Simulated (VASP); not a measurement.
## TiSi2: single point with PBE

TiSi2:

```
CELL_PARAMETERS angstrom
4.37464 0.00000 0.00000
-2.18732 3.78855 0.00000
0.00000 0.00000 2.56101
ATOMIC_POSITIONS crystal
Ti 0.00000 0.00000 0.00000
Si 0.33333 0.66667 0.50000
Si 0.66667 0.33333 0.50000
```

The cell was built by a generator and needn't be a form met in nature.

- Program: VASP 6.6.1
- Task: single point
- Functional: PBE
- Potentials or basis: VASP PAW PBE potentials, release 64 (Ti_sv, Si)
- Cutoff: 520 eV
- k mesh: 7 × 7 × 10
- Occupations: fermi-dirac, width 0.05 eV
- Spin: no spin polarisation
- Further INCAR settings: ALGO = Normal; EDIFF = 1e-07; NBANDS = 17

```json
{
  "Pressure": "-0.2 GPa",
  "Band gap on the k mesh": "none (metal or under the smearing width)"
}
```

Stress tensor (GPa, compression positive):
```
 0.03  0.00  0.00
 0.00  0.03  0.00
 0.00  0.00 -0.81
```

Levels at points of the mesh, in eV from the Fermi level:
| k point | band 6 | band 7 | band 8 | band 9 | band 10 | band 11 | band 12 | band 13 | band 14 | band 15 |
| --- | --- | --- | --- | --- | --- | --- | --- | --- | --- | --- |
| (0.00, 0.00, 0.00) | -5.24 | -5.24 | -5.10 | -1.66 | -0.98 | -0.98 | 2.86 | 2.86 | 3.37 | 3.37 |
| (0.00, 0.00, 0.50) | -7.07 | -2.29 | -2.29 | -0.86 | -0.85 | -0.84 | -0.29 | -0.29 | 1.36 | 4.41 |

Wall time 49 s on 1 thread of Intel(R) Xeon(R) Platinum 8488C (Sapphire Rapids), with other jobs on the host, peak memory 0.21 GiB.
